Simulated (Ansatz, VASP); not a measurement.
# One calculation of BaS, two programs

```xyz
2
Lattice="0.0000 3.1938 3.1938 3.1938 0.0000 3.1938 3.1938 3.1938 0.0000" Properties=species:S:1:pos:R:3 pbc="T T T"
Ba    3.1938    3.1938    3.1938
S     0.0000    0.0000    0.0000
```

Alike in both runs: task single point; functional LDA; k mesh 6 × 6 × 6; occupations gaussian, width 0.05 eV; no spin polarisation.

```csv
,VASP,Ansatz
version,VASP 6.6.1,Ansatz 0.2.0
potentials or method,"VASP PAW LDA potentials, release 64 (Ba_sv, S)","scalar-relativistic, plane waves, PAW"
plane-wave cutoff (eV),520,420
valence electrons in the cell,16,16
```

VASP gave:

| Quantity | Value |
| --- | --- |
| gap on the k mesh at the Fermi level (eV) | 1.90 |
| least direct gap on the mesh (eV) | 2.04 |
| pressure (GPa) | -1.8 |

**Question.** Estimate Ansatz's values.

**Answer.** gap on the k mesh at the Fermi level (eV): 2.01; least direct gap on the mesh (eV): 2.12; pressure (GPa): -2.5.

Caveats: spin-orbit coupling is left out, which moves the levels of the heavy elements. A k mesh can miss the band edges. A hybrid or GW would open this gap; LDA tends to underestimate it.
